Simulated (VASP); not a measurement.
# H2C19 in VASP: further runs, part 2 of 2

VASP 6.6.1.

### Step 4. Single point, PBEsol

The input, INCAR:

```
PREC = Accurate
ENCUT = 520
EDIFF = 1E-6
ISMEAR = -1
SIGMA = 0.05
LREAL = Auto
LASPH = True
NELM = 100
ALGO = Fast
ISIF = 2
LWAVE = False
LCHARG = False
GGA = PS
NBANDS = 55
```

The input, KPOINTS:

```
regular mesh
0
Gamma
  2 2 1
```

The input, POSCAR:

```
H2C19
1.0
    7.3980000000      0.0000000000      0.0000000000
   -3.6990000000      6.4068560000      0.0000000000
    0.0000000000      0.0000000000     13.0000000000
C H
19 2
Direct
   -0.0210838313     -0.0201346807      0.0626923077
    0.1837417040      0.1074942218      0.0943230769
   -0.0139702450      0.3183152548      0.0672153846
    0.1986900836      0.4404188263      0.0770846154
   -0.0134771482      0.6618534894      0.0926076923
    0.1930094945      0.7643374535      0.0897846154
    0.3051559519     -0.0135323784      0.1059153846
    0.5363819214      0.0883896875      0.0755000000
    0.3112984658      0.3434133684      0.0845384615
    0.5292803114      0.4315533235      0.0882307692
    0.3055035437      0.6491795664      0.0892230769
    0.5256418734      0.7428760690      0.0921153846
    0.6444182572     -0.0258160945      0.0875923077
    0.8535928966      0.0883428627      0.0710769231
    0.6516553103      0.3231538215      0.0716692308
    0.8733521678      0.4278073364      0.0803769231
    0.6337701807      0.6496165982      0.0737769231
    0.8716499501      0.7676308005      0.0688307692
    0.2562306931      0.0725316754      0.2053846154
    0.3843239533      0.1875178715      0.2512615385
    0.1182444243     -0.0677555419      0.2317769231
```

Potentials or basis: VASP PAW PBE potentials, release 64 (C, H).

Run with:

```console
> cat potpaw_PBE.64/C/POTCAR potpaw_PBE.64/H/POTCAR > POTCAR
> mpirun -np 1 vasp_std > vasp.out
```

OUTCAR:

```text
PREC = Accurate
   ENCUT = 520
   EDIFF = 1E-6
   ISMEAR = -1
   LREAL = Auto
   LASPH = True
   NELM = 100
   ISIF = 2
   GGA = PS

 ion  position               nearest neighbor table
   1  0.979  0.980  0.063-  18 1.36   2 1.39  14 1.50
   2  0.184  0.107  0.094-   1 1.39   9 1.52   7 1.56  19 1.61
   3  0.986  0.318  0.067-   4 1.37  16 1.43  14 1.48
   4  0.199  0.440  0.077-  11 1.35   9 1.35   3 1.37
   5  0.987  0.662  0.093-   6 1.32  18 1.45  16 1.51
   6  0.193  0.764  0.090-   5 1.32   7 1.44  11 1.46
   7  0.305  0.986  0.106-   6 1.44   8 1.54   2 1.56  19 1.56
   8  0.536  0.088  0.075-  13 1.43  15 1.51   7 1.54
   9  0.311  0.343  0.085-   4 1.35  10 1.41   2 1.52
  10  0.529  0.432  0.088-   9 1.41  17 1.41  15 1.50
  11  0.306  0.649  0.089-   4 1.35  12 1.42   6 1.46
  12  0.526  0.743  0.092-  17 1.31  11 1.42  13 1.48
  13  0.644  0.974  0.088-  14 1.36   8 1.43  12 1.48
  14  0.854  0.088  0.071-  13 1.36   3 1.48   1 1.50
  15  0.652  0.323  0.072-  16 1.43  10 1.50   8 1.51
  16  0.873  0.428  0.080-  15 1.43   3 1.43   5 1.51
  17  0.634  0.650  0.074-  12 1.31  10 1.41  18 1.53
  18  0.872  0.768  0.069-   1 1.36   5 1.45  17 1.53
  19  0.256  0.073  0.205-  20 1.08  21 1.09   7 1.56   2 1.61
  20  0.384  0.188  0.251-  19 1.08
  21  0.118  0.932  0.232-  19 1.09

  LATTYP: Found a hexagonal cell.
 ALAT       =     7.3980000000
 C/A-ratio  =     1.7572316842

  Lattice vectors:

 A1 = (   7.3980000000,   0.0000000000,   0.0000000000)
 A2 = (  -3.6990000000,   6.4068560000,   0.0000000000)
 A3 = (   0.0000000000,   0.0000000000,  13.0000000000)

Analysis of symmetry for initial positions (statically):
=====================================================================
 Subroutine PRICEL returns:
 Original cell was already a primitive cell.

 Routine SETGRP: Setting up the symmetry group for a
 hexagonal supercell.

 Subroutine GETGRP returns: Found  1 space group operations
 (whereof  1 operations were pure point group operations)
 out of a pool of 24 trial point group operations.

The static configuration has the point symmetry C_1 .

Analysis of symmetry for dynamics (positions and initial velocities):
=====================================================================
 Subroutine PRICEL returns:
 Original cell was already a primitive cell.

 Routine SETGRP: Setting up the symmetry group for a
 hexagonal supercell.

 Subroutine GETGRP returns: Found  1 space group operations
 (whereof  1 operations were pure point group operations)
 out of a pool of 24 trial point group operations.

The dynamic configuration has the point symmetry C_1 .

 Subroutine INISYM returns: Found  1 space group operations
 (whereof  1 operations are pure point group operations),
 and found     1 'primitive' translations

----------------------------------------------------------------------------------------

                                     Primitive cell

  volume of cell :     616.1730

[... 77 lines left out ...]
 ===========================================

 Found      4 irreducible k-points:

 Following reciprocal coordinates:
            Coordinates               Weight
  0.000000  0.000000  0.000000      1.000000
  0.500000  0.000000  0.000000      1.000000
  0.000000  0.500000  0.000000      1.000000
  0.500000  0.500000  0.000000      1.000000
   k-points           NKPTS =      4   k-points in BZ     NKDIM =      4   number of bands    NBANDS=     55
   number of dos      NEDOS =    301   number of ions     NIONS =     21
   total plane-waves  NPLWV = 307328
   dimension x,y,z NGX =    56 NGY =   56 NGZ =   98
   dimension x,y,z NGXF=   112 NGYF=  112 NGZF=  196
   ions per type =              19   2
   NGX,Y,Z   is equivalent  to a cutoff of  12.58, 12.58, 12.53 a.u.
   NGXF,Y,Z  is equivalent  to a cutoff of  25.17, 25.17, 25.06 a.u.
 SYSTEM =  unknown system
   PREC   = accura    normal or accurate (medium, high low for compatibility)
   ISTART =      0    job   : 0-new  1-cont  2-samecut
   ICHARG =      2    charge: 1-file 2-atom 10-const
   ISPIN  =      1    spin polarized calculation?
   LNONCOLLINEAR =      F non collinear calculations
   LSORBIT =      F    spin-orbit coupling
   LASPH  =      T    aspherical Exc in radial PAW
   ENCUT  =  520.0 eV  38.22 Ry    6.18 a.u.  13.76 13.76 24.17*2*pi/ulx,y,z
   NELM   =    100;   NELMIN=  2; NELMDL= -5     # of ELM steps
   EDIFF  = 0.1E-05   stopping-criterion for ELM
   LREAL  =      T    real-space projection
   EDIFFG = 0.1E-04   stopping-criterion for IOM
   NSW    =      0    number of steps for IOM
   IBRION =     -1    ionic relax: 0-MD 1-quasi-New 2-CG
   NFREE  =      0    steps in history (QN), initial steepest desc. (CG)
   ISIF   =      2    stress and relaxation
   ISYM   =      2    0-nonsym 1-usesym 2-fastsym
   POTIM  = 0.5000    time-step for ionic-motion
   TEBEG  =    0.0;   TEEND  =   0.0 temperature during run
   PSTRESS=    0.0 pullay stress
   NELECT =      78.0000    total number of electrons
   NUPDOWN=      -1.0000    fix difference up-down
   EMIN   =  10.00;   EMAX   =-10.00  energy-range for DOS
   EFERMI =   0.00;   METHOD = LEGACY
   ISMEAR =    -1;   SIGMA  =   0.05  broadening in eV -4-tet -1-fermi 0-gaus
   EFERMI_NEDOS =   21; number of points for ismear=-14 and -15
   IALGO  =     68    algorithm
   IMIX   =      4    mixing-type and parameters
     AMIX     =   0.40;   BMIX     =  1.00
     AMIX_MAG =   1.60;   BMIX_MAG =  1.00
  volume/ion in A,a.u.               =      29.34       198.01
  Fermi-wavevector in a.u.,A,eV,Ry     =   0.822001  1.553356  9.193253  0.675685
  Thomas-Fermi vector in A             =   1.933259
   LORBIT       =      0    0 simple, 1 ext, 2 COOP (PROOUT), +10 PAW based schemes
   GGA     = PS    functional components
   LHFCALC =     F    Hartree Fock is set to
   AEXX    =    0.0000 exact exchange contribution
   IVDW    =     0    specifies the selected vdW correction
   LEPSILON=     F    determine dielectric tensor
   LRPA    =     F    only Hartree local field effects (RPA)
 non-spin polarized calculation
 RMM-DIIS sequential band-by-band and
  energy-cutoff  :      520.00
  volume of cell :      616.17
 maximum number of plane-waves:     16651
 NGX is ok and might be reduce to    56
   NGX = 27   NGY = 27   NGZ = 49

 number of electron      78.0000002 magnetization

 Free energy of the ion-electron system (eV)
  ---------------------------------------------------
  ext. energy  EPLUGINS =         0.00000000
  ---------------------------------------------------
  free energy    TOTEN  =      -184.11870352 eV

  energy without entropy =     -184.11820146  energy(sigma->0) =     -184.11845249

 E-fermi :  -1.7585     XC(G=0):  -3.6158

 val. band max:       -2.0993908603   @ k =   0.0000   0.0000   0.0000
 cond. band min:      -1.4254055549   @ k =   0.0000   0.0000   0.0000
 fundamental gap:      0.6739853054
 Fermi energy:        -1.7585409648

 k-point     1 :       0.0000    0.0000    0.0000
  band No.  band energies     occupation
      1     -21.5051      2.00000
      2     -19.8255      2.00000
      3     -18.9610      2.00000
      4     -18.8543      2.00000
      5     -18.6374      2.00000
      6     -18.2837      2.00000
[... 205 lines left out ...]
     50       3.8021      0.00000
     51       4.1620      0.00000
 [bands above 51 left out]

------------------------ aborting loop because EDIFF is reached ----------------------------------------

  FORCE on cell =-STRESS in cart. coord.  units (eV):
  Direction    XX          YY          ZZ          XY          YZ          ZX
  --------------------------------------------------------------------------------------
  -------------------------------------------------------------------------------------
  Total        6.3568959      3.5048064     -2.9770259     -0.1041404     -1.2792515      0.4066108
  in kB       16.5292459      9.1132225     -7.7408840     -0.2707866     -3.3263189      1.0572724
  external PRESSURE =       5.9671948 kB  Pullay stress =       0.0000000 kB

 VOLUME and BASIS-vectors are now :
 -----------------------------------------------------------------------------
  energy-cutoff  :      520.00
  volume of cell :      616.17
      direct lattice vectors                 reciprocal lattice vectors
     7.398000000  0.000000000  0.000000000     0.135171668  0.078041398  0.000000000
    -3.699000000  6.406856000  0.000000000     0.000000000  0.156082796  0.000000000
     0.000000000  0.000000000 13.000000000     0.000000000  0.000000000  0.076923077

 POSITION                                       TOTAL-FORCE (eV/Angst)
 -----------------------------------------------------------------------------------
      3.61750      6.27786      0.81500        -4.602668      0.410278      1.088350
      0.96170      0.68870      1.22620         4.170732      2.222108      1.726212
      6.11720      2.03940      0.87380        -5.236968     -1.772613      1.185082
     -0.15920      2.82170      1.00210         0.647731     -0.918473     -0.195481
      4.85010      4.24040      1.20390        -2.264765     -4.049585     -2.085833
     -1.39940      4.89700      1.16720         3.086691      0.400160      0.992572
[... 13 lines left out ...]
      2.14960      1.20140      3.26640        -0.262432      0.358076     -0.018804
     -2.57360      5.97276      3.01310        -0.057351      0.076593      1.340702
 -----------------------------------------------------------------------------------
    total drift:                               -0.015665     -0.018075      0.001139

  FREE ENERGIE OF THE ION-ELECTRON SYSTEM (eV)
  ---------------------------------------------------
  free  energy   TOTEN  =      -184.1187035190 eV

  energy  without entropy=     -184.1182014598  energy(sigma->0) =     -184.11845249
```

Wall time 4.3 min (1 thread of Intel Xeon Platinum 8259CL at 2.50GHz (Skylake/Cascade Lake), shared host); peak memory 0.66 GiB.

Results:

- Free energy: -184.1187 eV
- Largest force: 6.080 eV/Å
- Band gap on the k mesh: 0.67 eV, direct

Forces on the atoms (eV/Å):
```
C   -4.603  0.410  1.088
C    4.171  2.222  1.726
C   -5.237 -1.773  1.185
C    0.648 -0.918 -0.195
C   -2.265 -4.050 -2.086
C    3.087  0.400  0.993
C    2.202  2.395 -0.092
C   -1.346  2.681  1.697
C    3.459 -4.366 -0.483
C    0.590 -0.119 -2.181
C   -0.991  2.886 -0.110
C   -3.289  5.089 -0.492
C   -2.937  0.079 -1.305
C    4.559  1.564 -1.182
C   -0.452 -3.343  1.474
C   -0.728  1.279 -0.707
C    5.479 -1.127  0.928
C   -1.399 -1.142  1.018
C   -0.627 -2.603 -2.597
H   -0.262  0.358 -0.019
H   -0.057  0.077  1.341
```

Levels at points of the mesh, in eV from the valence-band top:
```csv
k point,band 37,band 38,band 39,band 40,band 41,band 42
"(0.00, 0.00, 0.00)",-1.70,-0.51,0.00,0.67,1.98,3.40
"(0.50, 0.00, 0.00)",-2.03,-1.84,-0.57,1.95,2.04,2.50
"(0.00, 0.50, 0.00)",-2.05,-1.79,-0.55,1.71,2.47,2.56
"(0.50, 0.50, 0.00)",-2.05,-1.96,-0.09,1.22,2.37,2.69
```

Caveat: the k mesh is coarse (spacing up to 0.49 Å⁻¹), so the values aren't converged; the PAW data sets were made with another functional, which shifts forces and pressure a little.

### Step 5. Single point, PBEsol

The input, INCAR:

```
SYSTEM = H2C19
PREC = Accurate ; ENCUT = 520
EDIFF = 1E-6 ; ISMEAR = -1
SIGMA = 0.05 ; LREAL = Auto
LASPH = .TRUE. ; NELM = 100
ALGO = Fast ; ISIF = 2
LWAVE = .FALSE. ; LCHARG = .FALSE.
GGA = PS ; NBANDS = 55
```

The input, KPOINTS:

```
regular mesh
0
G
  2 2 1
  0 0 0
```

The input, POSCAR:

```
H2C19
1.0
    7.3980000000      0.0000000000      0.0000000000
   -3.6990000000      6.4068560000      0.0000000000
    0.0000000000      0.0000000000     13.0000000000
C H
19 2
Direct
   -0.0334758723     -0.0255351455      0.0766692308
    0.1818847074      0.0921824995      0.0988923077
   -0.0233437943      0.3227636145      0.0820230769
    0.1943715015      0.4225629544      0.0709076923
   -0.0161520164      0.6617754481      0.0841153846
    0.2035807795      0.7652583420      0.0946307692
    0.3175666225     -0.0097707830      0.1080153846
    0.5344211039      0.1044193907      0.0880769231
    0.3182616055      0.3271963659      0.0699846154
    0.5393553727      0.4275888205      0.0625615385
    0.3100828016      0.6493356492      0.0794230769
    0.5441893003      0.7662104471      0.0853384615
    0.6470936590     -0.0004058153      0.0799615385
    0.8528008877      0.0961938274      0.0692000000
    0.6464617263      0.3206877133      0.0736307692
    0.8596529750      0.4318498808      0.0848384615
    0.6404889230      0.6501316714      0.0835615385
    0.8679939613      0.7645091446      0.0828307692
    0.2421931876      0.0516477973      0.2033692308
    0.3505313179      0.1981158933      0.2394384615
    0.1212366375     -0.0924010154      0.2422615385
```

Run with:

```console
> cat potpaw_PBE.64/C/POTCAR potpaw_PBE.64/H/POTCAR > POTCAR
> mpirun -np 1 vasp_std > vasp.out
```

Wall time 4 min (1 thread of Intel Xeon Platinum 8259CL at 2.50GHz (Skylake/Cascade Lake), shared host); peak memory 0.66 GiB.

It converged, with:

```
Free energy            : -185.6194 eV
Largest force          : 5.646 eV/Å
Band gap on the k mesh : 0.21 eV, direct
```

Forces in eV/Å, atoms in the order of the input:
```
C   -3.045  2.240 -0.680
C    1.862  2.976 -0.313
C   -1.545 -1.755 -1.083
C    0.941  3.347  0.658
C    0.972 -2.231  0.895
C    0.222 -1.806 -1.537
C   -0.843 -1.064  0.868
C    1.574  0.594 -1.152
C   -0.597 -2.579  0.099
C   -4.583  1.646  1.911
C    0.639  0.900  0.487
C   -4.279 -0.162 -0.488
C   -1.582 -4.280  0.575
C    5.168  2.078  0.926
C   -0.115 -1.437  0.756
C    4.226  1.627 -0.798
C    2.472  0.024 -1.744
C   -1.589 -0.612 -0.142
C   -0.218 -0.425 -0.163
H    0.302 -0.032  0.722
H    0.019  0.951  0.203
```

Levels at points of the mesh, in eV from the valence-band top:
```csv
k point,band 35,band 36,band 37,band 38,band 39,band 40,band 41,band 42,band 43,band 44
"(0.00, 0.00, 0.00)",-3.19,-2.62,-2.27,-0.76,0.00,0.21,1.62,3.15,3.70,4.29
"(0.50, 0.00, 0.00)",-2.95,-2.58,-2.22,-2.06,-0.97,1.60,2.05,2.12,2.71,4.01
"(0.00, 0.50, 0.00)",-2.99,-2.59,-2.35,-2.21,-0.95,1.56,2.20,2.39,2.67,3.92
"(0.50, 0.50, 0.00)",-2.84,-2.61,-2.31,-2.23,-0.42,0.89,1.99,2.50,2.86,3.82
```

Caveat: the k mesh is coarse (spacing up to 0.49 Å⁻¹), so the values aren't converged; the PAW data sets were made with another functional, which shifts forces and pressure a little. Expect the measured gap to be larger: semilocal functionals such as PBEsol lack the derivative discontinuity.

### Step 6. Molecular dynamics, PBEsol

The input, INCAR:

```
SYSTEM = H2C19
  PREC = Accurate
  ENCUT = 520
  EDIFF = 1E-5
  ISMEAR = -1
  SIGMA = 0.05
  LREAL = Auto
  LASPH = .TRUE.
  NELM = 100
  ALGO = Fast
  ISIF = 2
  LWAVE = .FALSE.
  LCHARG = .TRUE.
  GGA = PS
  NBANDS = 55
  IBRION = 0
  NSW = 40
  POTIM = 0.5
  TEBEG = 1800.0
  TEEND = 1800.0
  ISYM = 0
  NELMIN = 4
  RANDOM_SEED = 220271 0 0
  MDALGO = 1
  ANDERSEN_PROB = 0.0
```

The input, KPOINTS:

```
Automatic mesh
0
G
  2 2 1
  0 0 0
```

The input, POSCAR:

```
H2C19
1.0
    7.3980000000      0.0000000000      0.0000000000
   -3.6990000000      6.4068560000      0.0000000000
    0.0000000000      0.0000000000     13.0000000000
C H
19 2
Direct
   -0.0255855400     -0.0102938100      0.0838964600
    0.1907370000      0.1038263000      0.1179284000
   -0.0241018100      0.3272335600      0.0708091100
    0.1965635000      0.4209864200      0.0698677600
   -0.0090877700      0.6739005700      0.0770824000
    0.2097803500      0.7745921300      0.0751982100
    0.3178329000     -0.0189541400      0.1170178300
    0.5301533600      0.0949415000      0.0852179100
    0.3153553600      0.3248923900      0.0877568500
    0.5375648800      0.4282083400      0.0880010200
    0.3156766000      0.6491811900      0.0658035700
    0.5376587900      0.7670407300      0.0679203100
    0.6310383900     -0.0135320200      0.0716084400
    0.8547346800      0.0952416700      0.0704227900
    0.6435389200      0.3254794400      0.0797358800
    0.8775180000      0.4454738200      0.0770753500
    0.6371827000      0.6501324900      0.0722098600
    0.8585220700      0.7619165300      0.0803583400
    0.2350837800      0.0253310100      0.2159103100
    0.3417794600      0.1158562000      0.2748816100
    0.0973173300     -0.0934110800      0.2570845700
```

Potentials or basis: VASP PAW PBE potentials, release 64 (C, H).

Run with:

```console
> cat potpaw_PBE.64/C/POTCAR potpaw_PBE.64/H/POTCAR > POTCAR
> mpirun -np 1 vasp_std > vasp.out
```

Run time: 43 min. Hardware: 1 thread of Intel Xeon Platinum 8259CL at 2.50GHz (Skylake/Cascade Lake), shared host; peak memory 0.89 GiB.

Step by step:
```csv
step,potential energy change (eV),largest force (eV/Å),pressure (GPa),volume (Å³),temperature (K)
1,0.0000,4.6629,-0.25,616.17,1794
2,0.0527,4.3246,-0.28,616.17,1774
3,0.1693,4.1794,-0.29,616.17,1729
4,0.3434,4.4967,-0.28,616.17,1662
5,0.5638,5.0569,-0.24,616.17,1577
6,0.8152,5.6136,-0.19,616.17,1480
7,1.0803,6.0879,-0.11,616.17,1378
8,1.3417,6.4596,-0.02,616.17,1277
9,1.5840,6.7098,0.08,616.17,1184
10,1.7955,6.8182,0.17,616.17,1102
11,1.9695,6.7793,0.27,616.17,1035
12,2.1036,6.6006,0.36,616.17,983
13,2.1991,6.4101,0.44,616.17,946
14,2.2600,6.8180,0.52,616.17,922
15,2.2915,7.1839,0.58,616.17,910
16,2.2986,7.5023,0.61,616.17,907
17,2.2852,7.7527,0.63,616.17,912
18,2.2540,7.9296,0.62,616.17,924
19,2.2070,8.0211,0.58,616.17,943
20,2.1457,8.0123,0.52,616.17,966
21,2.0720,7.9033,0.43,616.17,995
22,1.9892,7.6710,0.33,616.17,1027
23,1.9023,7.3220,0.22,616.17,1060
24,1.8171,6.9834,0.10,616.17,1093
25,1.7385,6.7943,0.00,616.17,1123
26,1.6694,6.4633,-0.09,616.17,1150
27,1.6105,5.9938,-0.15,616.17,1173
28,1.5604,6.3877,-0.18,616.17,1192
29,1.5166,6.8504,-0.20,616.17,1209
30,1.4756,7.1420,-0.18,616.17,1225
31,1.4342,7.2590,-0.13,616.17,1241
32,1.3900,7.1950,-0.07,616.17,1258
33,1.3419,6.9599,0.01,616.17,1277
34,1.2905,6.7473,0.10,616.17,1297
35,1.2378,6.9222,0.19,616.17,1317
36,1.1875,6.9540,0.28,616.17,1336
37,1.1443,6.8535,0.36,616.17,1353
38,1.1117,6.6470,0.42,616.17,1365
39,1.0927,6.3701,0.46,616.17,1373
40,1.0873,6.6599,0.47,616.17,1375
```

Caveat: the k mesh is coarse (spacing up to 0.49 Å⁻¹), so the values aren't converged; the PAW data sets were made with another functional, which shifts forces and pressure a little.
